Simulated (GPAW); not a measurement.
# Sn (Fd-3m) in GPAW: single point with PBE

Aim: the single point of Sn with PBE.

All numbers are computed with GPAW 26.7.0; they aren't measurements. Logs are shortened: lines on timing, memory, paths and dates and some standing lists are left out, and cuts for length are marked. The log counts tension as positive stress, the text compression.

## 1. The crystal as given

The structure is cubic, space group Fd-3m (No. 227). The conventional cell has a = 6.467 Å, b = 6.467 Å, c = 6.467 Å, α = 90.00°, β = 90.00°, γ = 90.00°. Sn (site symmetry -43m) is surrounded by 4 Sn at 2.80 Å.

This isn't the form of Sn at room conditions, which is tetragonal (white tin).

## 2. Single point, PBE

Contents of run.py:

```python
from ase.io import read
from gpaw import PW
from gpaw.dft import DFT

atoms = read('Sn.cif')

dft = DFT(atoms,
          mode=PW(600),
          xc='PBE',
          kpts={'size': (7, 7, 7), 'gamma': True},
          occupations={'name': 'fermi-dirac', 'width': 0.05},
          nbands=24,
          convergence={'density': 1e-05, 'energy': 1e-05},
          maxiter=150,
          txt='gpaw.txt')
print(f'Energy: {dft.calculate_energy():.6f} eV')
print('Forces (eV/A):')
print(dft.calculate_forces().round(4))
print('Stress (eV/A^3):', dft.calculate_stress().round(6))
dft.write_gpw_file('gs.gpw')
```

Contents of Sn.cif:

```cif
data_Sn
_cell_length_a 4.57263724
_cell_length_b 4.57263724
_cell_length_c 4.57263724
_cell_angle_alpha 60.00000000
_cell_angle_beta 60.00000000
_cell_angle_gamma 60.00000000
_space_group_name_H-M_alt 'P1'
_space_group_name_Hall 'P 1'
_space_group_IT_number 1
loop_
_space_group_symop_operation_xyz
'x,y,z'
loop_
_atom_site_label
_atom_site_type_symbol
_atom_site_symmetry_multiplicity
_atom_site_Wyckoff_symbol
_atom_site_fract_x
_atom_site_fract_y
_atom_site_fract_z
_atom_site_occupancy
Sn1 Sn 1 a 0.7500000000 0.7500000000 0.7500000000 1
Sn2 Sn 1 a 0.5000000000 0.5000000000 0.5000000000 1
```

Potentials or basis: GPAW PAW data sets (gpaw-data 1.2.1), pw.

On the command line:

```bash
$ OMP_NUM_THREADS=1 python run.py
```

gpaw.txt:

```text
Diagonalizing LCAO Hamiltonian
Converting LCAO to pw mode

             Sn
       Sn

Atoms  # Å, Bohr magnetons
|   | symbol |        x |        y |        z |    initial magnetic moments |
|---|--------|----------|----------|----------|-----------------------------|
| 0 |     Sn | 6.858956 | 3.960020 | 2.800157 | ( 0.0000,  0.0000,  0.0000) |
| 1 |     Sn | 4.572637 | 2.640013 | 1.866771 | ( 0.0000,  0.0000,  0.0000) |

Unit cell  # Å
| periodic |        x |        y |        z |  lengths |    angles |
|----------|----------|----------|----------|----------|-----------|
|      yes | 4.572637 | 0.000000 | 0.000000 | 4.572637 | 60.000000 |
|      yes | 2.286319 | 3.960020 | 0.000000 | 4.572637 | 60.000000 |
|      yes | 2.286319 | 1.320007 | 3.733543 | 4.572637 | 60.000000 |

Number of symmetries: 24
Symmetry operations  # r_c * U_cc + t_c -> r_c
|    | kind |            matrix            |
|----|------|------------------------------|
|  0 |  E   |  1, 0, 0,  0, 1, 0,  0, 0, 1 |
|  1 |  σ   |  1, 0, 0,  0, 0, 1,  0, 1, 0 |
|  2 |  σ   |  1, 0,-1,  0, 1,-1,  0, 0,-1 |
|  3 |  C3  |  1, 0,-1,  0, 0,-1,  0, 1,-1 |
|  4 |  C3  |  1,-1, 0,  0,-1, 1,  0,-1, 0 |
|  5 |  σ   |  1,-1, 0,  0,-1, 0,  0,-1, 1 |
|  6 |  σ   |  0, 1, 0,  1, 0, 0,  0, 0, 1 |
|  7 |  C3  |  0, 1, 0,  0, 0, 1,  1, 0, 0 |
|  8 |  C2  |  0, 1,-1,  1, 0,-1,  0, 0,-1 |
|  9 |  S4  |  0, 1,-1,  0, 0,-1,  1, 0,-1 |
| 10 |  C3  |  0, 0, 1,  1, 0, 0,  0, 1, 0 |
| 11 |  σ   |  0, 0, 1,  0, 1, 0,  1, 0, 0 |
| 12 |  S4  |  0, 0,-1,  1, 0,-1,  0, 1,-1 |
| 13 |  C3  |  0, 0,-1,  0, 1,-1,  1, 0,-1 |
| 14 |  S4  |  0,-1, 1,  1,-1, 0,  0,-1, 0 |
| 15 |  C2  |  0,-1, 1,  0,-1, 0,  1,-1, 0 |
| 16 |  C3  |  0,-1, 0,  1,-1, 0,  0,-1, 1 |
| 17 |  S4  |  0,-1, 0,  0,-1, 1,  1,-1, 0 |
| 18 |  S4  | -1, 1, 0, -1, 0, 1, -1, 0, 0 |
| 19 |  C3  | -1, 1, 0, -1, 0, 0, -1, 0, 1 |
| 20 |  C3  | -1, 0, 1, -1, 1, 0, -1, 0, 0 |
| 21 |  S4  | -1, 0, 1, -1, 0, 0, -1, 1, 0 |
| 22 |  σ   | -1, 0, 0, -1, 1, 0, -1, 0, 1 |
| 23 |  C2  | -1, 0, 0, -1, 0, 1, -1, 1, 0 |

BZ-sampling:
  Number of BZ points: 343
  Number of IBZ points: 20

  Monkhorst-Pack size: [7, 7, 7]
  Monkhorst-Pack shift: [0, 0, 0]

K-points  # in reciprocal-cell coordinates
|     |                                coordinates |     weight |
|-----|--------------------------------------------|------------|
|   0 | (  0.00000000,   0.00000000,   0.00000000) | 0.00291545 |
|   1 | (  0.14285714,   0.14285714,   0.00000000) | 0.01749271 |
|   2 | (  0.14285714,   0.14285714,   0.14285714) | 0.02332362 |
|   3 | (  0.28571429,   0.14285714,   0.14285714) | 0.03498542 |
|   4 | (  0.28571429,   0.28571429,   0.00000000) | 0.01749271 |
|   5 | (  0.28571429,   0.28571429,   0.14285714) | 0.06997085 |
|   6 | (  0.28571429,   0.28571429,   0.28571429) | 0.02332362 |
|   7 | (  0.42857143,  -0.28571429,  -0.28571429) | 0.03498542 |
|   8 | (  0.42857143,   0.28571429,  -0.42857143) | 0.13994169 |
|   9 | (  0.42857143,   0.28571429,  -0.28571429) | 0.06997085 |
| ... |                                            |            |
|  19 | (  0.42857143,   0.42857143,   0.42857143) | 0.02332362 |

Plane wave coefficients: 2281
Cutoff: 600.0 eV

Spin-components: 1 (collinear spins)
Bands:           24
Projectors:      12
Spin-degeneracy: 2
Datatype:        complex128

Density:
  Valence electrons: 28.0
  Components: 1
  Grid points: [27 27 27]
  Charge: 0.0  # |e|

Potential:
  Grid points: [27 27 27]

species:
  Sn:
    name:    Tin
    Z:       50.0
    valence: 14
    core:    36
    charge:  0.0  # [|e|]
    compensation charges:
      type: gauss
      rc: 0.38  # [Å]
      lmax: 2
    cutoffs:
      filter: 2.23  # [Å]
      core: 2.35  # [Å]
    projectors
    | kind |    occ | energy [eV] | rcut [Å] |
    |------|--------|-------------|----------|
    |   5s |  2.000 |     -10.538 |    1.201 |
    |   5p |  2.000 |      -3.696 |    1.270 |
    |   4d | 10.000 |     -25.845 |    1.185 |
    |    s |        |      16.674 |    1.201 |
    |    p |        |      23.515 |    1.270 |
    |    d |        |       1.367 |    1.185 |

    Using partial waves for Sn as LCAO basis

Reference energy: -336021.386614  # eV

eigensolver:
  PPCG
  Converge bands: occupied
  niter=2

density mixing:
  MSR1-Mixer
  Pratt-step length: 0.05
  Maximum mixing coefficient: 0.75
  Old densities: 10
  SVD Regularization: 0.005
  Good broyden scale: 1.0
  Trust region scale: 1.0
  Backstep threshold: 4.0
  History deletion threshold: 6.0
  Fourier metric: weight=20.0, sigma=0.015

occupation numbers:
  Fermi-Dirac:
    width: 0.0500  # eV

poisson solver:
  ecut: 4800.0  # eV

xc functional:
[... 9 lines left out ...]
|iter     | |      energy | eigst |  dens |
|---------|-|-------------|-------|-------|
|iter:   1| |   -8.075485 | +0.01 |       |
|iter:   2| |   -8.078428 | -2.30 | -1.44 |
|iter:   3| |   -8.051287 | -2.50 | -1.47 |
|iter:   4| |   -8.055428 | -3.10 | -1.98 |
|iter:   5| |   -8.056335 | -4.09 | -2.64 |
|iter:   6| |   -8.056359 | -5.58 | -3.63 |
|iter:   7| |   -8.056361c| -6.67 | -4.38 |
|iter:   8| |   -8.056361c| -8.10c| -4.80 |
|iter:   9| |   -8.056361c| -8.30c| -5.24c|
SCF steps: 9
Energy contributions relative to reference atoms: (reference = -336021.386614)

Energy contributions:
  Kinetic:          11.922229
  Coulomb:         -10.879560
  Zero:              0.034793
  External:          0.000000
  Xc:               -9.132957
  Entropy:          -0.001731
  Spinorbit:         0.000000
  ----------------------------
  Free energy:      -8.057226
  Extrapolated:     -8.056361

Forces  # eV/Ang
|        x |        y |        z |
|----------|----------|----------|
| -0.00000 | -0.00000 |  0.00000 |  # Sn   0
| -0.00000 | -0.00000 | -0.00000 |  # Sn   1

Stress tensor  # eV/Ang^3
|         x |         y |         z |
|-----------|-----------|-----------|
| -0.022015 |  0.000000 |  0.000000 |
| -0.000000 | -0.022015 |  0.000000 |
|  0.000000 |  0.000000 | -0.022015 |

Writing to gs.gpw (mode='')

  __  _  _
 | _ |_)|_||  |
 |__||  | ||/\| - 26.7.0

Input parameters:
  mode=PW(ecut=600.0),
  convergence={'density': 1e-05, 'energy': 1e-05},
  kpts=MonkhorstPack(size=(7, 7, 7), gamma=True),
  maxiter=150,
  nbands=24,
  occupations=Occupations(name='fermi-dirac', width=0.05),
  xc=XC(name='PBE')
# Writing to gs.gpw (mode='')
```

It took 14 s on 1 thread of Intel Xeon 6975P-C (Granite Rapids), shared host; peak memory 0.17 GiB.

What came out:

| Property | Result |
| --- | --- |
| Free energy | -8.0572 eV |
| Pressure | 3.5 GPa |
| Band gap on the k mesh | none (metal or under the smearing width) |

Levels at points of the mesh, in eV from the Fermi level:
```
           k point  band 10  band 11  band 12  band 13  band 14  band 15  band 16  band 17  band 18  band 19
(0.00, 0.00, 0.00)   -21.30   -10.65    -0.53     0.09     0.09     0.09     2.17     2.17     2.17     5.06
```
